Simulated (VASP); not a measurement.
# ScHO2 (R-3m) in VASP: notebook

The runs below take ScHO2 through single point, with LDA.

Program: VASP 6.6.1. These are calculated values, not measurements. Logs are shortened: lines on timing, memory, paths and dates and some standing lists are left out, and cuts for length are marked.

**1. The structure**

Symmetry: R-3m, No. 166, trigonal system. The conventional cell has a = 3.233 Å, b = 3.233 Å, c = 13.593 Å, α = 90.00°, β = 90.00°, γ = 120.00°. Around Sc (site symmetry -3m) lie 6 O at 2.14 Å. Around H (site symmetry -3m) lie 2 O at 1.22 Å. O (site symmetry 3m) has 1 H at 1.22 Å as nearest neighbours.

The cell comes from a database or a generator and needn't be the stable form of this composition.

**2. Single point, LDA**

INCAR reads:

```
PREC = Accurate
ENCUT = 520
EDIFF = 1E-7
ISMEAR = 0
SIGMA = 0.01
LREAL = False
LASPH = True
NELM = 60
ALGO = Normal
ISIF = 2
LWAVE = False
LCHARG = False
GGA = CA
NBANDS = 20
```

KPOINTS reads:

```
Automatic mesh
0
Gamma
  6 6 6
```

POSCAR reads:

```
ScHO2
1.0
    1.6165890000      0.9333380000      4.5309240000
   -1.6165890000      0.9333380000      4.5309240000
    0.0000000000     -1.8666760000      4.5309240000
Sc H O
1 1 2
Direct
    0.0000000000      0.0000000000      0.0000000000
    0.5000000000      0.5000000000      0.5000000000
    0.5897010000      0.5897010000      0.5897010000
    0.4102990000      0.4102990000      0.4102990000
```

Potentials or basis: VASP PAW LDA potentials, release 64 (Sc_sv, H, O).

Run with:

```bash
$ cat potpaw_LDA.64/Sc_sv/POTCAR potpaw_LDA.64/H/POTCAR potpaw_LDA.64/O/POTCAR > POTCAR
$ mpirun -np 1 vasp_std > vasp.out
```

OUTCAR:

```text
PREC = Accurate
   ENCUT = 520
   EDIFF = 1E-7
   ISMEAR = 0
   LREAL = False
   LASPH = True
   NELM = 60
   ISIF = 2
   GGA = CA

 ion  position               nearest neighbor table
   1  0.000  0.000  0.000-   3 2.14   4 2.14   3 2.14   3 2.14   4 2.14   4 2.14
   2  0.500  0.500  0.500-   3 1.22   4 1.22
   3  0.590  0.590  0.590-   2 1.22   1 2.14   1 2.14   1 2.14
   4  0.410  0.410  0.410-   2 1.22   1 2.14   1 2.14   1 2.14

  LATTYP: Found a trigonal (rhomboedric) cell.
 ALAT       =     4.9003828535
 COS(alpha) =     0.7823447179

  Lattice vectors:

 A1 = (   1.6165890000,   0.9333380000,   4.5309240000)
 A2 = (  -1.6165890000,   0.9333380000,   4.5309240000)
 A3 = (   0.0000000000,  -1.8666760000,   4.5309240000)

Analysis of symmetry for initial positions (statically):
=====================================================================
 Subroutine PRICEL returns:
 Original cell was already a primitive cell.

 Routine SETGRP: Setting up the symmetry group for a
 trigonal (rhombohedral) supercell.

 Subroutine GETGRP returns: Found 12 space group operations
 (whereof 12 operations were pure point group operations)
 out of a pool of 12 trial point group operations.

The static configuration has the point symmetry D_3d.

Analysis of symmetry for dynamics (positions and initial velocities):
=====================================================================
 Subroutine PRICEL returns:
 Original cell was already a primitive cell.

 Routine SETGRP: Setting up the symmetry group for a
 trigonal (rhombohedral) supercell.

 Subroutine GETGRP returns: Found 12 space group operations
 (whereof 12 operations were pure point group operations)
 out of a pool of 12 trial point group operations.

The dynamic configuration has the point symmetry D_3d.

 Subroutine INISYM returns: Found 12 space group operations
 (whereof 12 operations are pure point group operations),
 and found     1 'primitive' translations

----------------------------------------------------------------------------------------

                                     Primitive cell

  volume of cell :      41.0182

  direct lattice vectors                    reciprocal lattice vectors
     1.616589000  0.933338000  4.530924000     0.309293209  0.178570536  0.073568511
    -1.616589000  0.933338000  4.530924000    -0.309293209  0.178570536  0.073568511
     0.000000000 -1.866676000  4.530924000     0.000000000 -0.357141071  0.073568511

  length of vectors
     4.900382854  4.900382854  4.900382800     0.364639619  0.364639619  0.364639645

  position of ions in fractional coordinates (direct lattice)
     0.000000000  0.000000000  0.000000000
     0.500000000  0.500000000  0.500000000
     0.589701000  0.589701000  0.589701000
     0.410299000  0.410299000  0.410299000

  ion indices of the primitive-cell ions
   primitive index   ion index
                 1           1
                 2           2
                 3           3
                 4           4

----------------------------------------------------------------------------------------

 KPOINTS: Automatic mesh

Automatic generation of k-mesh.
 Grid dimensions read from file:
 generate k-points for:    6    6    6

 Generating k-lattice:

  Cartesian coordinates                     Fractional coordinates (reciprocal lattice)
     0.051548868  0.029761756  0.012261419     0.166666667  0.000000000  0.000000000
    -0.051548868  0.029761756  0.012261419     0.000000000  0.166666667  0.000000000
     0.000000000 -0.059523512  0.012261419     0.000000000  0.000000000  0.166666667

  Length of vectors
     0.060773270  0.060773270  0.060773274

  Shift w.r.t. Gamma in fractional coordinates (k-lattice)
     0.000000000  0.000000000  0.000000000

 Subroutine IBZKPT returns following result:
 ===========================================

 Found     32 irreducible k-points:

 Following reciprocal coordinates:
            Coordinates               Weight
  0.000000  0.000000  0.000000      1.000000
  0.166667 -0.000000  0.000000      6.000000
  0.333333 -0.000000  0.000000      6.000000
  0.500000 -0.000000  0.000000      3.000000
  0.166667  0.166667  0.000000      6.000000
  0.333333  0.166667  0.000000     12.000000
[... 16 lines left out ...]
  0.500000  0.500000  0.166667      6.000000
 -0.333333  0.500000  0.166667     12.000000
 [... further k-points ...]
   k-points           NKPTS =     32   k-points in BZ     NKDIM =     32   number of bands    NBANDS=     20
   number of dos      NEDOS =    301   number of ions     NIONS =      4
   total plane-waves  NPLWV =  46656
   dimension x,y,z NGX =    36 NGY =   36 NGZ =   36
   dimension x,y,z NGXF=    72 NGYF=   72 NGZF=   72
   ions per type =               1   1   2
   NGX,Y,Z   is equivalent  to a cutoff of  12.21, 12.21, 12.21 a.u.
   NGXF,Y,Z  is equivalent  to a cutoff of  24.43, 24.43, 24.43 a.u.
 SYSTEM =  unknown system
   PREC   = accura    normal or accurate (medium, high low for compatibility)
   ISTART =      0    job   : 0-new  1-cont  2-samecut
   ICHARG =      2    charge: 1-file 2-atom 10-const
   ISPIN  =      1    spin polarized calculation?
   LNONCOLLINEAR =      F non collinear calculations
   LSORBIT =      F    spin-orbit coupling
   LASPH  =      T    aspherical Exc in radial PAW
   ENCUT  =  520.0 eV  38.22 Ry    6.18 a.u.   9.11  9.11  9.11*2*pi/ulx,y,z
   NELM   =     60;   NELMIN=  2; NELMDL= -5     # of ELM steps
   EDIFF  = 0.1E-06   stopping-criterion for ELM
   LREAL  =      F    real-space projection
   EDIFFG = 0.1E-05   stopping-criterion for IOM
   NSW    =      0    number of steps for IOM
   IBRION =     -1    ionic relax: 0-MD 1-quasi-New 2-CG
   NFREE  =      0    steps in history (QN), initial steepest desc. (CG)
   ISIF   =      2    stress and relaxation
   ISYM   =      2    0-nonsym 1-usesym 2-fastsym
   POTIM  = 0.5000    time-step for ionic-motion
   TEBEG  =    0.0;   TEEND  =   0.0 temperature during run
   PSTRESS=    0.0 pullay stress
   NELECT =      24.0000    total number of electrons
   NUPDOWN=      -1.0000    fix difference up-down
   EMIN   =  10.00;   EMAX   =-10.00  energy-range for DOS
   EFERMI =   0.00;   METHOD = LEGACY
   ISMEAR =     0;   SIGMA  =   0.01  broadening in eV -4-tet -1-fermi 0-gaus
   EFERMI_NEDOS =   21; number of points for ismear=-14 and -15
   IALGO  =     38    algorithm
   IMIX   =      4    mixing-type and parameters
     AMIX     =   0.40;   BMIX     =  1.00
     AMIX_MAG =   1.60;   BMIX_MAG =  1.00
  volume/ion in A,a.u.               =      10.25        69.20
  Fermi-wavevector in a.u.,A,eV,Ry     =   1.369261  2.587529 25.509249  1.874877
  Thomas-Fermi vector in A             =   2.495152
   LORBIT       =      0    0 simple, 1 ext, 2 COOP (PROOUT), +10 PAW based schemes
   GGA     = CA    functional components
   LHFCALC =     F    Hartree Fock is set to
   AEXX    =    0.0000 exact exchange contribution
   IVDW    =     0    specifies the selected vdW correction
   LEPSILON=     F    determine dielectric tensor
   LRPA    =     F    only Hartree local field effects (RPA)
 non-spin polarized calculation
 Gauss-broadening in eV      SIGMA  =   0.01
  energy-cutoff  :      520.00
  volume of cell :       41.02
 maximum number of plane-waves:      1122
   NGX = 19   NGY = 19   NGZ = 19

 number of electron      24.0000002 magnetization

 Free energy of the ion-electron system (eV)
  ---------------------------------------------------
  ext. energy  EPLUGINS =         0.00000000
  ---------------------------------------------------
  free energy    TOTEN  =       -32.32052292 eV

  energy without entropy =      -32.32052292  energy(sigma->0) =      -32.32052292

 E-fermi :   1.0921     XC(G=0): -10.7250

 val. band max:        1.0202381509   @ k =  -0.1667   0.1667   0.0000
 cond. band min:       4.9107751823   @ k =   0.5000   0.5000   0.0000
 fundamental gap:      3.8905370315
 Fermi energy:         1.0921161155

 k-point     1 :       0.0000    0.0000    0.0000
  band No.  band energies     occupation
      1     -45.6861      2.00000
      2     -24.7979      2.00000
      3     -24.4578      2.00000
      4     -24.4578      2.00000
      5     -16.2346      2.00000
      6     -13.9553      2.00000
[... 12 lines left out ...]
     19      11.6694      0.00000
     20      15.7631      0.00000

 k-point     2 :       0.1667   -0.0000    0.0000
  band No.  band energies     occupation
      1     -45.6709      2.00000
      2     -24.7623      2.00000
      3     -24.6120      2.00000
      4     -24.4836      2.00000
      5     -15.9954      2.00000
      6     -14.1014      2.00000
[... 12 lines left out ...]
     19      12.8335      0.00000
     20      15.7334      0.00000

 k-point     3 :       0.3333   -0.0000    0.0000
  band No.  band energies     occupation
      1     -45.6404      2.00000
      2     -24.9100      2.00000
      3     -24.6808      2.00000
      4     -24.5347      2.00000
      5     -15.5109      2.00000
      6     -14.4011      2.00000
[... 12 lines left out ...]
     19      13.4289      0.00000
     20      14.6610      0.00000

 k-point     4 :       0.5000   -0.0000    0.0000
  band No.  band energies     occupation
      1     -45.6251      2.00000
      2     -25.0473      2.00000
      3     -24.6427      2.00000
      4     -24.5599      2.00000
      5     -15.2486      2.00000
      6     -14.5703      2.00000
[... 12 lines left out ...]
     19      12.1591      0.00000
     20      15.1016      0.00000

 k-point     5 :       0.1667    0.1667    0.0000
  band No.  band energies     occupation
      1     -45.6709      2.00000
      2     -24.7631      2.00000
      3     -24.6118      2.00000
      4     -24.4838      2.00000
      5     -15.9811      2.00000
      6     -14.1270      2.00000
[... 12 lines left out ...]
     19      12.5604      0.00000
     20      15.5855      0.00000

 k-point     6 :       0.3333    0.1667    0.0000
  band No.  band energies     occupation
      1     -45.6481      2.00000
      2     -24.8028      2.00000
      3     -24.7101      2.00000
      4     -24.5500      2.00000
      5     -15.6611      2.00000
      6     -14.2946      2.00000
[... 12 lines left out ...]
     19      13.3513      0.00000
     20      14.8710      0.00000

 k-point     7 :       0.5000    0.1667    0.0000
  band No.  band energies     occupation
      1     -45.6251      2.00000
      2     -24.9663      2.00000
      3     -24.6597      2.00000
      4     -24.6305      2.00000
      5     -15.3747      2.00000
      6     -14.4176      2.00000
[... 12 lines left out ...]
     19      12.7968      0.00000
     20      14.1162      0.00000
[... 277 lines left out ...]
 k-point    20 :       0.5000    0.3333    0.1667
  band No.  band energies     occupation
      1     -45.6480      2.00000
      2     -24.8001      2.00000
      3     -24.7151      2.00000
      4     -24.5503      2.00000
      5     -15.5732      2.00000
      6     -14.4253      2.00000
[... 12 lines left out ...]
     19      12.4879      0.00000
     20      14.8460      0.00000

 k-point    21 :      -0.3333    0.3333    0.1667
  band No.  band energies     occupation
      1     -45.6251      2.00000
      2     -24.9628      2.00000
      3     -24.6613      2.00000
      4     -24.6313      2.00000
      5     -15.4929      2.00000
      6     -14.2877      2.00000
[... 12 lines left out ...]
     19      12.7460      0.00000
     20      14.3292      0.00000

 k-point    22 :      -0.1667    0.3333    0.1667
  band No.  band energies     occupation
      1     -45.6252      2.00000
      2     -24.9637      2.00000
      3     -24.6600      2.00000
      4     -24.6304      2.00000
      5     -15.5354      2.00000
      6     -14.2234      2.00000
[... 12 lines left out ...]
     19      12.3391      0.00000
     20      14.7051      0.00000

 k-point    23 :       0.5000    0.5000    0.1667
  band No.  band energies     occupation
      1     -45.6404      2.00000
      2     -24.9023      2.00000
      3     -24.6870      2.00000
      4     -24.5351      2.00000
      5     -15.6684      2.00000
      6     -14.2398      2.00000
[... 12 lines left out ...]
     19      12.6010      0.00000
     20      13.8676      0.00000

 k-point    24 :      -0.3333    0.5000    0.1667
  band No.  band energies     occupation
      1     -45.6251      2.00000
      2     -24.9597      2.00000
      3     -24.6622      2.00000
      4     -24.6317      2.00000
      5     -15.6081      2.00000
      6     -14.1498      2.00000
[... 12 lines left out ...]
     19      13.0868      0.00000
     20      13.9781      0.00000

 [... further k-points ...]

------------------------ aborting loop because EDIFF is reached ----------------------------------------

  FORCE on cell =-STRESS in cart. coord.  units (eV):
  Direction    XX          YY          ZZ          XY          YZ          ZX
  --------------------------------------------------------------------------------------
  -------------------------------------------------------------------------------------
  Total       -2.2883682     -2.2883677     -2.0646874      0.0000000      0.0000000      0.0000000
  in kB      -89.3840216    -89.3840035    -80.6470153      0.0000000      0.0000000      0.0000000
  external PRESSURE =     -86.4716801 kB  Pullay stress =       0.0000000 kB

 VOLUME and BASIS-vectors are now :
 -----------------------------------------------------------------------------
  energy-cutoff  :      520.00
  volume of cell :       41.02
      direct lattice vectors                 reciprocal lattice vectors
     1.616589000  0.933338000  4.530924000     0.309293209  0.178570536  0.073568511
    -1.616589000  0.933338000  4.530924000    -0.309293209  0.178570536  0.073568511
     0.000000000 -1.866676000  4.530924000     0.000000000 -0.357141071  0.073568511

 POSITION                                       TOTAL-FORCE (eV/Angst)
 -----------------------------------------------------------------------------------
      0.00000      0.00000      0.00000         0.000000     -0.000000     -0.000000
      0.00000      0.00000      6.79639         0.000000     -0.000000      0.000000
      0.00000      0.00000      8.01567         0.000000      0.000000      0.384328
      0.00000      0.00000      5.57710         0.000000      0.000000     -0.384328
 -----------------------------------------------------------------------------------
    total drift:                               -0.000000      0.000000      0.000000

  FREE ENERGIE OF THE ION-ELECTRON SYSTEM (eV)
  ---------------------------------------------------
  free  energy   TOTEN  =       -32.3205229221 eV

  energy  without entropy=      -32.3205229221  energy(sigma->0) =      -32.32052292
```

Wall time 22 s (1 thread of AMD EPYC 9R45 (Zen 5), shared host); peak memory 0.15 GiB.

Results:

```yaml
Free_energy: -32.3205 eV
Pressure: -8.6 GPa
Largest_force: 0.384 eV/Å
Band_gap_on_the_k_mesh: 3.89 eV, indirect (least direct gap 4.26 eV)
```

Forces in eV/Å, atoms in the order of the input:
```
Sc   0.000  0.000  0.000
H    0.000  0.000  0.000
O    0.000  0.000  0.384
O    0.000  0.000 -0.384
```

Stress tensor (GPa, compression positive):
```
-8.94  0.00  0.00
 0.00 -8.94  0.00
 0.00  0.00 -8.06
```

A k mesh can miss the band edges. A hybrid or GW would open this gap; LDA tends to underestimate it.

(Part 1 of 2 ends here.)
